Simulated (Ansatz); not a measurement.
**Strain response of Ni**

All numbers below come from Ansatz 0.2.0, DFT PBE, scalar-relativistic, plane waves, PAW. (420 eV cutoff, 20×20×14 k-mesh, Gaussian smearing of 0.10 eV, collinear spin)

The relaxed crystal:

```
Ni
1.0
     1.75926    1.75926    0.00000
    -1.75926    1.75926    0.00000
     0.00000    0.00000    3.51852
Ni
2
Cartesian
  0.0000 0.0000 0.0000
  0.0000 1.7593 1.7593
```

Deformation: uniaxial strain along c, with the lengths of a and b and the atoms relaxed and the angles held, all within the symmetry that the strain leaves. Energies are extrapolated to zero smearing.

```
strain (%)  ΔE (meV/atom) a (Å) b (Å) c (Å) moment (μB/cell)
      -3.0            5.0  2.517  2.517  3.413              1.27
      -2.0            2.2  2.507  2.507  3.448              1.27
      -1.0            0.5  2.497  2.497  3.483              1.28
      +0.0            0.0  2.488  2.488  3.519              1.28
      +1.0            0.6  2.480  2.480  3.554              1.28
      +2.0            2.5  2.471  2.471  3.589              1.29
      +3.0            5.5  2.464  2.464  3.624              1.29
```

(1) What stiffness (1/V) d²E/dε² at zero strain does a cubic fit over all points give?

(2) How does the free axis a answer a small strain?

## Answers

(1) A cubic fit gives (1/V) d²E/dε² = 170 GPa at zero strain (Young's modulus along this axis, angles held).

(2) Between the innermost points its strain is -0.36 times the applied one.